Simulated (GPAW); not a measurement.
Crystal: Fe.

```
Fe
1.0
     0.00000    1.94174    1.96511
     1.49844    0.00000    1.96511
     1.49844    1.94174    0.00000
Fe
1
Direct
  0.00000 0.00000 0.00000
```

Base run:

| Property | Result |
| --- | --- |
| Program | GPAW 26.7.0 |
| Functional | LDA |
| Potentials or basis | the program's PAW data sets (release 1.2.1) made for this functional |
| Cutoff | 600 eV |
| Basis | pw |
| k mesh | 10 × 10 × 10 |
| Occupations | fermi-dirac, width 0.05 eV |
| Spin | collinear spin, ferromagnetic start |
| Starting moments | [3.0] μB |

Its results: pressure -17.8 GPa; net moment 2.15 μB per cell; site moments Fe +2.15 μB.

Question: The run is repeated on the same cell with these changes: functional from LDA to PBEsol; potentials or basis from the program's PAW data sets (release 1.2.1) made for this functional to PAW data sets generated in the run's folder for this functional. What comes out?

Answer: Pressure -8.2 GPa; net moment 2.16 μB per cell; site moments Fe +2.19 μB.
